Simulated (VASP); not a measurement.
# MnS (F-43m) in VASP: a series of runs

Runs on MnS. Level: PBEsol+U. Tasks: single point.

All numbers are computed with VASP 6.6.1; they aren't measurements. Logs are shortened: lines on timing, memory, paths and dates and some standing lists are left out, and cuts for length are marked.

### 1 The structure

It takes space group F-43m (No. 216, cubic). The conventional cell has a = 5.600 Å, b = 5.600 Å, c = 5.600 Å, α = 90.00°, β = 90.00°, γ = 90.00°. Around Mn (site symmetry -43m) lie 4 S at 2.42 Å. Around S (site symmetry -43m) lie 4 Mn at 2.42 Å.

### 2 Single point, PBEsol+U, collinear spin, ferromagnetic start

The input, INCAR:

```
PREC = Accurate ; ENCUT = 520
EDIFF = 1E-6 ; ISMEAR = 0
SIGMA = 0.05 ; LREAL = F
LASPH = T ; NELM = 120
ALGO = Fast ; ISIF = 2
LWAVE = F ; LCHARG = T
ISPIN = 2 ; MAGMOM = 4 4 0 0
LORBIT = 11 ; LMAXMIX = 4
LDAU = T ; LDAUTYPE = 2
LDAUL = 2 -1 ; LDAUU = 4 0
LDAUJ = 0 0 ; LDAUPRINT = 1
GGA = PS ; LELF = T
LVHAR = T
```

The input, KPOINTS:

```
regular mesh
0
Gamma
  7 7 6
```

The input, POSCAR:

```
MnS
1.0
    0.0000000000      2.8000000000      2.8000000000
    5.6000000000      2.8000000000      2.8000000000
    5.6000000000      5.6000000000      0.0000000000
Mn S
2 2
Direct
    0.0000000000      0.0000000000      0.0000000000
    0.0000000000      0.0000000000      0.5000000000
    0.7500000000      0.7500000000      0.0000000000
    0.7500000000      0.7500000000      0.5000000000
```

Potentials or basis: VASP PAW PBE potentials, release 64 (Mn_pv, S).

Started as:

```console
$ cat potpaw_PBE.64/Mn_pv/POTCAR potpaw_PBE.64/S/POTCAR > POTCAR
$ mpirun -np 1 vasp_std > vasp.out
```

OUTCAR:

```text
PREC = Accurate
   ENCUT = 520
   EDIFF = 1E-6
   ISMEAR = 0
   LREAL = F
   LASPH = T
   NELM = 120
   ISIF = 2
   ISPIN = 2
   LORBIT = 11
   GGA = PS

 ion  position               nearest neighbor table
   1  0.000  0.000  0.000-   3 2.42   4 2.42   3 2.42   4 2.42
   2  0.000  0.000  0.500-   4 2.42   3 2.42   3 2.42   4 2.42
   3  0.750  0.750  0.000-   1 2.42   2 2.42   2 2.42   1 2.42
   4  0.750  0.750  0.500-   2 2.42   1 2.42   1 2.42   2 2.42

  LATTYP: Found a simple tetragonal cell.
 ALAT       =     3.9597979746
 C/A-ratio  =     1.4142135624

  Lattice vectors:

 A1 = (   0.0000000000,  -2.8000000000,   2.8000000000)
 A2 = (   0.0000000000,  -2.8000000000,  -2.8000000000)
 A3 = (   5.6000000000,   0.0000000000,   0.0000000000)

Analysis of symmetry for initial positions (statically):
=====================================================================
 Subroutine PRICEL returns following result:

  LATTYP: Found a face centered cubic cell.
 ALAT       =     5.6000000000
[... 12 lines left out ...]
 Subroutine GETGRP returns: Found  8 space group operations
 (whereof  8 operations were pure point group operations)
 out of a pool of 16 trial point group operations.

The static configuration has the point symmetry D_2d.

Analysis of symmetry for dynamics (positions and initial velocities):
=====================================================================
 Subroutine PRICEL returns following result:

  LATTYP: Found a face centered cubic cell.
 ALAT       =     5.6000000000
[... 12 lines left out ...]
 Subroutine GETGRP returns: Found  8 space group operations
 (whereof  8 operations were pure point group operations)
 out of a pool of 16 trial point group operations.

The dynamic configuration has the point symmetry D_2d.

Analysis of structural, dynamic, and magnetic symmetry:
=====================================================================
 Subroutine PRICEL returns following result:

  LATTYP: Found a face centered cubic cell.
[... 242 lines left out ...]
  o =  0.0598  v =  0.0000  0.0000  0.0000  0.0000  0.0000  0.0000 -1.0000  0.0000 -0.0000  0.0000      0.0000  0.0000  0.0000  0.0000  0.0000  0.0000  0.0000  0.0000  0.0000  0.0000
  o =  0.0598  v =  0.0000  0.0000  0.0000  0.0000  0.0000  1.0000  0.0000  0.0000  0.0000  0.0000      0.0000  0.0000  0.0000  0.0000  0.0000  0.0000  0.0000  0.0000  0.0000  0.0000
  o =  0.0598  v =  0.0000  0.0000  0.0000  0.0000  0.0000  0.0000 -0.0000  0.0000  1.0000  0.0000      0.0000  0.0000  0.0000  0.0000  0.0000  0.0000  0.0000  0.0000  0.0000  0.0000
  o =  0.9322  v =  0.0000  0.0000 -0.5000  0.0000  0.8660  0.0000  0.0000  0.0000  0.0000  0.0000      0.0000  0.0000  0.0000  0.0000  0.0000  0.0000  0.0000  0.0000  0.0000  0.0000
  o =  0.9322  v =  0.0000  0.0000  0.8660 -0.0000  0.5000  0.0000  0.0000  0.0000  0.0000  0.0000      0.0000  0.0000  0.0000  0.0000  0.0000  0.0000  0.0000  0.0000  0.0000  0.0000
  o =  0.9389  v =  0.0000 -1.0000  0.0000 -0.0000  0.0000  0.0000  0.0000  0.0000  0.0000  0.0000      0.0000  0.0000  0.0000  0.0000  0.0000  0.0000  0.0000  0.0000  0.0000  0.0000
  o =  0.9389  v =  0.0000 -0.0000  0.0000  1.0000  0.0000  0.0000  0.0000  0.0000  0.0000  0.0000      0.0000  0.0000  0.0000  0.0000  0.0000  0.0000  0.0000  0.0000  0.0000  0.0000
  o =  0.9389  v =  1.0000  0.0000  0.0000  0.0000  0.0000  0.0000  0.0000  0.0000  0.0000  0.0000      0.0000  0.0000  0.0000  0.0000  0.0000  0.0000  0.0000  0.0000  0.0000  0.0000

 number of electron      37.9999986 magnetization       9.9999589

 Free energy of the ion-electron system (eV)
  ---------------------------------------------------
  ext. energy  EPLUGINS =         0.00000000
  ---------------------------------------------------
  free energy    TOTEN  =       -27.14567984 eV

  energy without entropy =      -27.14567984  energy(sigma->0) =      -27.14567984

 E-fermi :   4.3714     XC(G=0):  -9.4918

 val. band max:        4.1352398566   @ k =   0.0000   0.0000   0.0000
 cond. band min:       5.1634789736   @ k =   0.0000   0.0000   0.0000
 fundamental gap:      1.0282391170
 Fermi energy:         4.3714030942

 spin component 1

 k-point     1 :       0.0000    0.0000    0.0000
  band No.  band energies     occupation
      1     -46.3146      1.00000
      2     -46.3126      1.00000
      3     -46.3126      1.00000
      4     -46.3113      1.00000
      5     -46.3113      1.00000
      6     -46.3113      1.00000
[... 1433 lines left out ...]
     26       9.2900      0.00000
     27      11.5578      0.00000

 [... further k-points ...]
[... 5 lines left out ...]
  --------------------------------------------------------------------------------------
  -------------------------------------------------------------------------------------
  Total        1.3585131      1.3594978      1.3594978     -0.0000000      0.0000000      0.0000000
  in kB       24.7879329     24.8059014     24.8059014     -0.0000000      0.0000000      0.0000000
  external PRESSURE =      24.7999119 kB  Pullay stress =       0.0000000 kB

 VOLUME and BASIS-vectors are now :
 -----------------------------------------------------------------------------
  energy-cutoff  :      520.00
  volume of cell :       87.81
      direct lattice vectors                 reciprocal lattice vectors
     0.000000000  2.800000000  2.800000000    -0.178571429  0.178571429  0.178571429
     5.600000000  2.800000000  2.800000000     0.178571429 -0.178571429  0.178571429
     5.600000000  5.600000000  0.000000000     0.000000000  0.178571429 -0.178571429

 POSITION                                       TOTAL-FORCE (eV/Angst)
 -----------------------------------------------------------------------------------
      0.00000      0.00000      0.00000         0.000000     -0.000000     -0.000000
      2.80000      2.80000      0.00000        -0.000000     -0.000000     -0.000000
      4.20000      4.20000      4.20000         0.000000      0.000000      0.000000
      7.00000      7.00000      4.20000        -0.000000     -0.000000      0.000000
 -----------------------------------------------------------------------------------
    total drift:                               -0.000012      0.000006     -0.000002

  FREE ENERGIE OF THE ION-ELECTRON SYSTEM (eV)
  ---------------------------------------------------
  free  energy   TOTEN  =       -27.1456798449 eV

  energy  without entropy=      -27.1456798449  energy(sigma->0) =      -27.14567984

 total charge

# of ion       s       p       d       tot
------------------------------------------
    1        0.270   6.224   4.876  11.369
    2        0.270   6.224   4.876  11.369
    3        1.307   2.464   0.000   3.771
    4        1.307   2.464   0.000   3.771
--------------------------------------------------
tot          3.153  17.376   9.751  30.280

 magnetization (x)

# of ion       s       p       d       tot
------------------------------------------
    1        0.047   0.061   4.458   4.567
    2        0.047   0.061   4.458   4.567
    3        0.006   0.019   0.000   0.024
    4        0.006   0.019   0.000   0.024
--------------------------------------------------
tot          0.106   0.161   8.916   9.182
```

OSZICAR:

```text
N       E                     dE             d eps       ncg     rms          rms(c)
DAV:   1     0.363604710144E+03    0.36360E+03   -0.21118E+04 15924   0.145E+03
DAV:   2     0.237057199063E+01   -0.36123E+03   -0.34541E+03 14792   0.393E+02
DAV:   3    -0.252243005177E+02   -0.27595E+02   -0.26930E+02 16448   0.111E+02
DAV:   4    -0.260505125081E+02   -0.82621E+00   -0.82297E+00 16434   0.187E+01
DAV:   5    -0.260681814673E+02   -0.17669E-01   -0.17663E-01 17382   0.308E+00    0.157E+01
RMM:   6    -0.263526404654E+02   -0.28446E+00   -0.21614E+01 14872   0.283E+01    0.167E+01
RMM:   7    -0.270942661639E+02   -0.74163E+00   -0.24185E+00 15565   0.813E+00    0.972E+00
RMM:   8    -0.271406101613E+02   -0.46344E-01   -0.52597E-01 17885   0.403E+00    0.542E+00
RMM:   9    -0.271308109946E+02    0.97992E-02   -0.10814E-01 15993   0.263E+00    0.111E+00
RMM:  10    -0.271366432705E+02   -0.58323E-02   -0.47300E-02 18250   0.161E+00    0.501E-01
RMM:  11    -0.271453676023E+02   -0.87243E-02   -0.10040E-02 16678   0.699E-01    0.239E-01
RMM:  12    -0.271455609361E+02   -0.19333E-03   -0.22082E-03 18020   0.319E-01    0.222E-01
RMM:  13    -0.271457511471E+02   -0.19021E-03   -0.12156E-03 16207   0.222E-01    0.853E-02
RMM:  14    -0.271456938490E+02    0.57298E-04   -0.22857E-04 18097   0.120E-01    0.423E-02
RMM:  15    -0.271456641898E+02    0.29659E-04   -0.14974E-04 16188   0.571E-02    0.220E-02
RMM:  16    -0.271456793284E+02   -0.15139E-04   -0.20361E-05 17186   0.299E-02    0.996E-03
RMM:  17    -0.271456798449E+02   -0.51655E-06   -0.56626E-06 15667   0.143E-02
   1 F= -.27145680E+02 E0= -.27145680E+02  d E =-.292882E-13  mag=    10.0000
```

stdout:

```text
POSCAR found type information on POSCAR MnS
 POSCAR found :  2 types and       4 ions
 scaLAPACK will be used
 -----------------------------------------------------------------------------
|                                                                             |
|                                                                             |
[... 21 lines left out ...]
|     Results are often still useful ...                                      |
|                                                                             |
 -----------------------------------------------------------------------------

 POSCAR, INCAR and KPOINTS ok, starting setup
 FFT: planning ... GRIDC
 FFT: planning ... GRID_SOFT
 FFT: planning ... GRID
 WAVECAR not read
 entering main loop
```

Wall time 25 min (1 thread of Intel Xeon Platinum 8259CL at 2.50GHz (Skylake/Cascade Lake), shared host); peak memory 0.68 GiB.

Results:

- Free energy: -27.1457 eV
- Pressure: 2.5 GPa
- Band gap on the k mesh: 1.03 eV
- Net moment: 10.00 μB per cell
- Site moments: Mn +4.57; S +0.02 μB
- Valence electrons inside the program's atomic spheres: Mn 11.37; S 3.77

Levels at points of the mesh, in eV from the valence-band top:
Spin up:
```tsv
k point	band 21	band 22	band 23	band 24	band 25	band 26	band 27
(0.00, 0.00, 0.00)	-2.46	0.00	0.00	0.00	1.19	2.66	4.38
(0.00, 0.00, 0.50)	-2.41	-2.41	-0.96	-0.96	4.58	4.59	5.41
```
Spin down:
| k point | band 11 | band 12 | band 13 | band 14 | band 15 | band 16 | band 17 | band 18 |
| --- | --- | --- | --- | --- | --- | --- | --- | --- |
| (0.00, 0.00, 0.00) | -2.86 | -2.54 | -2.54 | -2.54 | 1.03 | 2.12 | 2.30 | 2.75 |
| (0.00, 0.00, 0.50) | -3.35 | -3.35 | -2.55 | -2.55 | 2.30 | 2.30 | 2.44 | 2.44 |

Eigenvalues of the final occupation matrices:
```csv
site,spin,trace,eigenvalues
site 1 d,1,4.68,0.93 0.93 0.94 0.94 0.94
site 1 d,2,0.21,0.02 0.02 0.06 0.06 0.06
site 2 d,1,4.68,0.93 0.93 0.94 0.94 0.94
site 2 d,2,0.21,0.02 0.02 0.06 0.06 0.06
```

Caveat: the PAW data sets were made with another functional, which shifts forces and pressure a little; an odd mesh through Γ misses points on the zone boundary, where band edges often lie; only a ferromagnetic start was run, and an antiferromagnetic order may lie lower in energy.

### 3 Single point, PBEsol+U, collinear spin, antiferromagnetic start

INCAR, as its differences from that of step 2:

```diff
@@ -6,3 +6,3 @@
 LWAVE = F ; LCHARG = T
-ISPIN = 2 ; MAGMOM = 4 4 0 0
+ISPIN = 2 ; MAGMOM = 4 -4 0 0
 LORBIT = 11 ; LMAXMIX = 4
```

KPOINTS is that of step 2.

POSCAR is that of step 2.

Potentials or basis: VASP PAW PBE potentials, release 64 (Mn_pv, S).

Started as:

```console
$ cat potpaw_PBE.64/Mn_pv/POTCAR potpaw_PBE.64/S/POTCAR > POTCAR
$ mpirun -np 1 vasp_std > vasp.out
```

It took 22 min on 1 thread of Intel Xeon Platinum 8259CL at 2.50GHz (Skylake/Cascade Lake), shared host; peak memory 0.64 GiB.

Results (log left out):

```yaml
Free_energy: -27.3572 eV
Pressure: 0.4 GPa
Band_gap_on_the_k_mesh: 2.64 eV
Net_moment: 0.00 μB per cell
Site_moments: Mn +4.48, -4.48; S +0.00 μB
Valence_electrons_inside_the_program's_atomic_spheres: Mn 11.37; S 3.76
```

Stress tensor (GPa, compression positive):
```
0.10 0.00 0.00
0.00 0.51 0.00
0.00 0.00 0.51
```

Levels at points of the mesh, in eV from the valence-band top:
Spin up:
```tsv
k point	band 15	band 16	band 17	band 18	band 19	band 20	band 21	band 22	band 23
(0.00, 0.00, 0.00)	-1.88	-1.88	-0.38	0.00	0.00	2.64	3.23	3.48	4.08
(0.00, 0.00, 0.50)	-2.78	-1.74	-1.17	-1.16	-0.26	3.63	3.92	4.06	4.24
```
Spin down:
```csv
k point,band 16,band 17,band 18,band 19,band 20,band 21,band 22,band 23
"(0.00, 0.00, 0.00)",-1.88,-0.38,0.00,0.00,2.64,3.23,3.48,4.08
"(0.00, 0.00, 0.50)",-1.74,-1.17,-1.16,-0.26,3.63,3.92,4.06,4.24
```

Eigenvalues of the final occupation matrices:
```tsv
site	spin	trace	eigenvalues
site 1 d	1	4.66	0.93 0.93 0.93 0.93 0.93
site 1 d	2	0.25	0.02 0.02 0.07 0.07 0.07
site 2 d	1	0.25	0.02 0.02 0.07 0.07 0.07
site 2 d	2	4.66	0.93 0.93 0.93 0.93 0.93
```

Caveat: the PAW data sets were made with another functional, which shifts forces and pressure a little; an odd mesh through Γ misses points on the zone boundary, where band edges often lie.
